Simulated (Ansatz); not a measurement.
# C: relaxation of cell and atoms

All numbers below come from DFT, PBE, PAW with Ansatz's default frozen-core files, scalar-relativistic in Ansatz 0.2.0.

Command: `ansatz run input.yaml --threads 1 --pin off --max-ram 2048MiB --backend cpu --events-out ev --progress --plain --runs-dir out` The run took 11 s on 1 thread of Intel(R) Xeon(R) Platinum 8488C (Sapphire Rapids), on a shared host, peak memory 0.38 GiB.

```yaml
crystal:
  lattice:
    - [2.2322827293, 0.0, 0.0]
    - [0.0, 2.2322827293, 0.0]
    - [0.0, 0.0, 2.2322827293]
  atoms:
    - { symbol: C, position: [0.0, 0.0, 0.0] }
kpoints:
  mp_grid: { grid: [15, 15, 15] }
scf:
  occupations: { method: fermi_dirac, width: 0.03 }
hamiltonian:
  xc: pbe
  pseudopotentials: { kind: paw }
output:
  forces: true
  stress: true
  write_density: true
  write_potential: true
  elf: true
  volumetric_format: npy
relax:
  f_tol: 0.005
  max_steps: 80
  cell: {}
```

The cell is built from the sc type as a first guess.

The cutoff is 420 eV; energies and pressures of the walk include the program's estimate of the Pulay term.

Each frame lists the cell vectors (Å), then Cartesian positions (Å); symmetry keeps all forces zero. Free energies count from the first step, -246.5762 eV.

The walk took 10 evaluations in all; steps that aren't listed are left out.

Step 1: E = 0.0 meV, P = -47.42 GPa

```
cell 2.2323 0.0000 0.0000 0.0000 2.2323 0.0000 0.0000 0.0000 2.2323
C     0.0000    0.0000    0.0000
```

Step 2: E = -494.2 meV, P = -53.86 GPa

```
cell 2.1235 0.0000 0.0000 0.0000 2.1235 0.0000 0.0000 0.0000 2.1235
C     0.0000    0.0000    0.0000
```

Step 3: E = -978.5 meV, P = -54.85 GPa

```
cell 2.0146 0.0000 0.0000 0.0000 2.0146 0.0000 0.0000 0.0000 2.0146
C     0.0000    0.0000    0.0000
```

Step 4: E = -1382.8 meV, P = -44.17 GPa

```
cell 1.9058 0.0000 0.0000 0.0000 1.9058 0.0000 0.0000 0.0000 1.9058
C     0.0000    0.0000    0.0000
```

Step 5: E = -1596.5 meV, P = -9.93 GPa

```
cell 1.7970 0.0000 0.0000 0.0000 1.7970 0.0000 0.0000 0.0000 1.7970
C     0.0000    0.0000    0.0000
```

Question: How does the relaxation end?

Answer: It converges, with a = 1.776 Å, b = 1.776 Å, c = 1.776 Å, α = 90.00°, β = 90.00°, γ = 90.00° (conventional cell, space group Pm-3m). The last solve (on a basis chosen afresh for the final cell, so its energy is not quite comparable) gives E = -1600.1 meV, P = 0.00 GPa:
```
cell 1.7756 0.0000 0.0000 0.0000 1.7756 0.0000 0.0000 0.0000 1.7756
C     0.0000    0.0000    0.0000
```
